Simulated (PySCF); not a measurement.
Isomers of C3H6O.

All values: B3LYP/def2-SVPD (PySCF) at PBE0-D3(BJ)/def2-SVP geometries, gas phase, one conformer each. Core orbitals are frozen in the response; Δα² is half the sum of the squared differences of the principal polarisabilities.

Problem. Rank by polarisability anisotropy Δα, lowest first.
A. `[OH:1][CH:2]1[CH2:3][CH2:4]1` with H–O1–C2–C3 147° (cyclopropanol)
B. acetone, `CC(C)=O`
C. `[CH2:1]=[CH:2][O:3][CH3:4]` with C1–C2–O3–C4 0°
D. propylene oxide (`C[C@@H]1CO1`)

Solution. A (0.77 Å³), D (1.41 Å³), B (1.77 Å³), C (2.44 Å³).

Problem. Rank by dipole moment, lowest first.
A. `[CH2:1]=[CH:2][CH2:3][OH:4]` with C1–C2–C3–O4 -126°, C2–C3–O4–H 58°
B. propylene oxide (`C[C@@H]1CO1`)
C. `CC(C)=O` (acetone)
D. `[CH3:1][CH2:2][CH:3]=[O:4]` with C1–C2–C3–O4 -1° (propanal)
E. `[CH2:1]=[CH:2][O:3][CH3:4]` with C1–C2–O3–C4 0°

Solution. E (0.95 D), A (1.58 D), B (1.96 D), D (2.80 D), C (3.11 D).

All values together:

```
     SMILES  μ (D)  HOMO (eV)  LUMO (eV)  α (Å³)  Δα (Å³)  ΔSCF removal energy (eV)
    CC(C)=O   3.11      -7.09      -0.78    6.24     1.77                      9.72
C[C@@H]1CO1   1.96      -7.63       0.60    6.03     1.41                     10.33
      C=CCO   1.58      -7.52      -0.44    6.66     2.65                      9.94
      CCC=O   2.80      -7.30      -1.01    6.22     1.73                     10.04
     OC1CC1   1.55      -7.38       0.35    6.05     0.77                      9.95
      C=COC   0.95      -6.54       0.51    6.54     2.44                      9.08
```

Conformers: `[CH2:1]=[CH:2][CH2:3][OH:4]` with C1–C2–C3–O4 -126°, C2–C3–O4–H 58°; `[CH3:1][CH2:2][CH:3]=[O:4]` with C1–C2–C3–O4 -1°; `[OH:1][CH:2]1[CH2:3][CH2:4]1` with H–O1–C2–C3 147°; `[CH2:1]=[CH:2][O:3][CH3:4]` with C1–C2–O3–C4 0°.

Problem. By how much does the ΔSCF value exceed −ε(HOMO) over the species that have both?

Solution. By 2.42 to 2.74 eV, 2.60 eV on average, over 6 species.
